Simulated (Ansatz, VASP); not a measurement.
**One calculation of Sr, two programs**

```
Sr
1.0
     0.00000    3.16404    3.04235
     3.16404    0.00000    3.04235
     3.16404    3.16404    0.00000
Sr
1
Direct
  0.00000 0.00000 0.00000
```

Change from the starting cell: strain +0.040 along x and y, +0.000 along z, atoms carried along.

Alike in both runs: task single point; functional PBEsol; k mesh 10 × 10 × 10; occupations gaussian, width 0.03 eV; no spin polarisation.

|  | VASP | Ansatz |
| --- | --- | --- |
| version | VASP 6.6.1 | Ansatz 0.2.0 |
| potentials or method | VASP PAW PBE potentials, release 64 (Sr_sv) | scalar-relativistic, plane waves, PAW |
| plane-wave cutoff (eV) | 520 | 420 |
| valence electrons in the cell | 10 | 10 |

|  | VASP | Ansatz | Ansatz less VASP |
| --- | --- | --- | --- |
| gap on the k mesh at the Fermi level (eV) | none | none | - |
| pressure (GPa) | -1.5 | -1.5 | -0.01 |
| largest component of the traceless stress (GPa) | 0.06 | 0.06 | -0.002 |

A gap of «none» marks a metal or a gap that the smearing closes. With one functional, cell and mesh, what is left measures potentials, basis and numerics.

Caveats: the PAW data sets were made with another functional, which shifts forces and pressure a little (VASP).
